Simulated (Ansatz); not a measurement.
The system is SnSe.

```xyz
2
Lattice="0.0000 3.3908 3.3908 3.3908 0.0000 3.3908 3.3908 3.3908 0.0000" Properties=species:S:1:pos:R:3 pbc="T T T"
Sn    0.0000    0.0000    0.0000
Se    5.0863    5.0863    5.0863
```

The cell was built by a generator and needn't be a form met in nature.

Base run:

* Program: Ansatz 0.2.0
* Functional: r2SCAN50
* Potentials or basis: Ansatz PAW
* Cutoff: 500 eV (not typed: the program's choice for these potentials)
* k mesh: 4 × 4 × 4
* Occupations: fermi-dirac, width 0.05 eV
* Spin: no spin polarisation

Its results: band gap on the k mesh 2.00 eV, indirect (least direct gap 2.83 eV); pressure -1.2 GPa.

Task: The run is repeated on the same cell with these changes: functional from r2SCAN50 to HSE03; cutoff from 500 eV (not typed: the program's choice for these potentials) to 420 eV (not typed: the program's choice for these potentials). What comes out?

Result: Band gap on the k mesh 0.28 eV, indirect (least direct gap 0.96 eV); pressure -0.7 GPa.

Caveats: spin-orbit coupling is left out, which moves the levels of the heavy elements; the PAW data sets come from PBE, with cores solved anew for the run's functional, which leaves a small shift of forces and pressure; the thresholds are loose for stress.
